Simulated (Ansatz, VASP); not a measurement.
# Two plane-wave programs on Cu

The input INCAR:

```
  PREC = Accurate
  ENCUT = 520
  EDIFF = 1E-6
  ISMEAR = 0
  SIGMA = 0.1
  LREAL = False
  LASPH = True
  NELM = 60
  ALGO = Normal
  ISIF = 2
  LWAVE = False
  LCHARG = False
  LDIPOL = True
  IDIPOL = 3
  DIPOL = 0.5 0.5 0.500
  GGA = PE
  IBRION = 2
  NSW = 70
  EDIFFG = -0.03
```

KPOINTS

```
Automatic mesh
0
Gamma
  12 12 1
```

The input POSCAR:

```
Cu
1.0
    2.5659772347      0.0000000000      0.0000000000
   -1.2829886174      2.2222014708      0.0000000000
    0.0000000000      0.0000000000     18.1902232778
Cu
3
Selective dynamics
Direct
    0.6666666667      0.3333333333      0.3848221043  F F F
    0.3333333333      0.6666666667      0.5000000000  T T T
    0.0000000000      0.0000000000      0.6151778957  T T T
```

Input for Ansatz:

```yaml
crystal:
  lattice:
    - [2.5659772347, 0.0, 0.0]
    - [-1.2829886174, 2.2222014708, 0.0]
    - [0.0, 0.0, 18.1902232778]
  atoms:
    - { symbol: Cu, position: [0.6666666667, 0.3333333333, 0.3848221043] }
    - { symbol: Cu, position: [0.3333333333, 0.6666666667, 0.5] }
    - { symbol: Cu, position: [0.0, 0.0, 0.6151778957] }
basis:
  ecutwfc: 420
kpoints:
  mp_grid: { grid: [12, 12, 1] }
hamiltonian:
  xc: pbe
  pseudopotentials: { kind: paw, azcp: { folder: soft_1 } }
scf:
  occupations: { method: gaussian, width: 0.1 }
output:
  forces: true
  eigenvalues: true
relax:
  adjacent_minimum: "off"
  f_tol: 0.03
  max_steps: 50
  constraints: [{ sites: [0] }]
efield:
  axis: 3
  dipole_correction: true
  ramp_width: 0.04
```

Alike in both runs: task relaxation of the atoms; functional PBE; k mesh 12 × 12 × 1; occupations gaussian, width 0.1 eV; no spin polarisation.

|  | VASP | Ansatz |
| --- | --- | --- |
| version | VASP 6.6.1 | Ansatz 0.2.0 |
| potentials or method | VASP PAW PBE potentials, release 64 (Cu) | scalar-relativistic, plane waves, PAW |
| plane-wave cutoff (eV) | 520 | 420 |
| valence electrons in the cell | 33 | 57 |

```tsv
	VASP	Ansatz	Ansatz less VASP
gap on the k mesh at the Fermi level, each at its own relaxed structure (eV)	none	none	-
energy change over the relaxation (meV/atom)	-1	-1	-0.4
```

A gap of «none» marks a metal or a gap that the smearing closes. The two sets of potentials don't hold the same shells in valence. Ansatz warned: «vacuum_density_over_bound».
